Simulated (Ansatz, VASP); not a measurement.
# Two plane-wave programs on SiC

POSCAR

```
SiC
1.0
    3.0759982064      0.0000000000      0.0000000000
   -1.5379991032      2.6638925888      0.0000000000
    0.0000000000      0.0000000000      5.0480000000
Si C
2 2
Direct
    0.3333333333      0.6666666667     -0.0118858954
    0.6666666667      0.3333333333      0.5118858954
    0.3333333333      0.6666666667      0.3877759409
    0.6666666667      0.3333333333      0.8822240591
```

INCAR.step1

```
  ALGO = Normal
  EDIFF = 1E-4
  ENCUT = 520
  GGA = PE
  ISMEAR = 0
  LASPH = True
  LCHARG = False
  LREAL = False
  LWAVE = True
  NBANDS = 16
  NELM = 100
  PREC = Accurate
  SIGMA = 0.05
```

Contents of INCAR.step2:

```
  ALGO = Normal
  EDIFF = 1E-6
  ENCUT = 520
  ISIF = 2
  ISMEAR = 0
  ISTART = 1
  LASPH = True
  LCHARG = False
  LMIXTAU = True
  LREAL = False
  LWAVE = False
  METAGGA = R2SCAN
  NBANDS = 16
  NELM = 100
  PREC = Accurate
  SIGMA = 0.05
```

KPOINTS

```
k-points
0
Gamma
  12 12 6
```

Input for Ansatz:

```yaml
crystal:
  lattice:
    - [3.0759982064, 0.0, 0.0]
    - [-1.5379991032, 2.6638925888, 0.0]
    - [0.0, 0.0, 5.048]
  atoms:
    - { symbol: Si, position: [0.3333333333, 0.6666666667, -0.0118858954] }
    - { symbol: Si, position: [0.6666666667, 0.3333333333, 0.5118858954] }
    - { symbol: C, position: [0.3333333333, 0.6666666667, 0.3877759409] }
    - { symbol: C, position: [0.6666666667, 0.3333333333, 0.8822240591] }
basis:
  ecutwfc: 500
kpoints:
  mp_grid: { grid: [12, 12, 6] }
hamiltonian:
  xc: r2scan
scf:
  occupations: { method: gaussian, width: 0.05 }
output:
  forces: true
  stress: true
  eigenvalues: true
```

Change from the starting cell: mode 6 (566.1 1/cm) frozen in, largest displacement -0.060 Å.

Alike in both runs: task single point; functional r2SCAN; k mesh 12 × 12 × 6; occupations gaussian, width 0.05 eV; no spin polarisation.

|  | VASP | Ansatz |
| --- | --- | --- |
| version | VASP 6.6.1 | Ansatz 0.2.0 |
| potentials or method | VASP PAW PBE potentials, release 64 (Si, C) | scalar-relativistic, plane waves, PAW |
| plane-wave cutoff (eV) | 520 | 500 |
| valence electrons in the cell | 16 | 16 |

|  | VASP | Ansatz | Ansatz less VASP |
| --- | --- | --- | --- |
| gap on the k mesh at the Fermi level (eV) | 2.71 | 2.70 | -0.008 |
| least direct gap on the mesh (eV) | 4.44 | 4.43 | -0.010 |
| pressure (GPa) | 0.7 | 0.9 | +0.20 |
| largest component of the traceless stress (GPa) | 1.86 | 1.90 | +0.038 |
| rms of the force components (eV/Å) | 0.883 | 0.886 | +0.0024 |

Atom by atom the forces differ by 0.003 eV/Å (rms over components).

Caveats: the PAW data sets were made with another functional, which shifts forces and pressure a little (VASP). A k mesh can miss the band edges.
